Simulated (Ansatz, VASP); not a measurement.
**LiCl in VASP and in Ansatz**

Contents of INCAR:

```
PREC = Accurate ; ENCUT = 520
EDIFF = 1E-7 ; ISMEAR = 0
SIGMA = 0.01 ; LREAL = F
LASPH = T ; NELM = 100
ALGO = Normal ; ISIF = 2
LWAVE = F ; LCHARG = T
GGA = PE ; LELF = T
LVHAR = T ; NBANDS = 18
```

File KPOINTS:

```
Automatic mesh
0
Gamma
  6 6 4
```

File POSCAR:

```
LiCl
1.0
    4.1618736060      0.0000000000      0.0000000000
   -2.0809368030      3.6042882701      0.0000000000
    0.0000000000      0.0000000000      5.2325458168
Li Cl
2 2
Direct
    0.3333333333      0.6666666667      0.2500000000
    0.6666666667      0.3333333333      0.7500000000
    0.6666666667      0.3333333333      0.2500000000
    0.3333333333      0.6666666667      0.7500000000
```

Input for Ansatz:

```yaml
crystal:
  lattice:
    - [4.161873606, 0.0, 0.0]
    - [-2.080936803, 3.6042882701, 0.0]
    - [0.0, 0.0, 5.2325458168]
  atoms:
    - { symbol: Li, position: [0.3333333333, 0.6666666667, 0.25] }
    - { symbol: Li, position: [0.6666666667, 0.3333333333, 0.75] }
    - { symbol: Cl, position: [0.6666666667, 0.3333333333, 0.25] }
    - { symbol: Cl, position: [0.3333333333, 0.6666666667, 0.75] }
kpoints:
  mp_grid: { grid: [6, 6, 4] }
hamiltonian:
  xc: pbe
scf:
  occupations: { method: fixed }
  n_extra_bands: 5
output:
  forces: true
  stress: true
  eigenvalues: true
  write_density: true
  write_potential: true
  elf: true
  volumetric_format: npy
```

The cell was built by a generator and needn't be a form met in nature.

Alike in both runs: task single point; functional PBE; k mesh 6 × 6 × 4; no spin polarisation.

|  | VASP | Ansatz |
| --- | --- | --- |
| version | VASP 6.6.1 | Ansatz 0.2.0 |
| potentials or method | VASP PAW PBE potentials, release 64 (Li_sv, Cl) | plane waves, PAW |
| plane-wave cutoff (eV) | 520 | 420 |
| occupations | gaussian, width 0.01 eV | fixed |
| valence electrons in the cell | 20 | 20 |

|  | VASP | Ansatz | Ansatz less VASP |
| --- | --- | --- | --- |
| gap on the k mesh at the Fermi level (eV) | 5.66 | 5.65 | -0.007 |
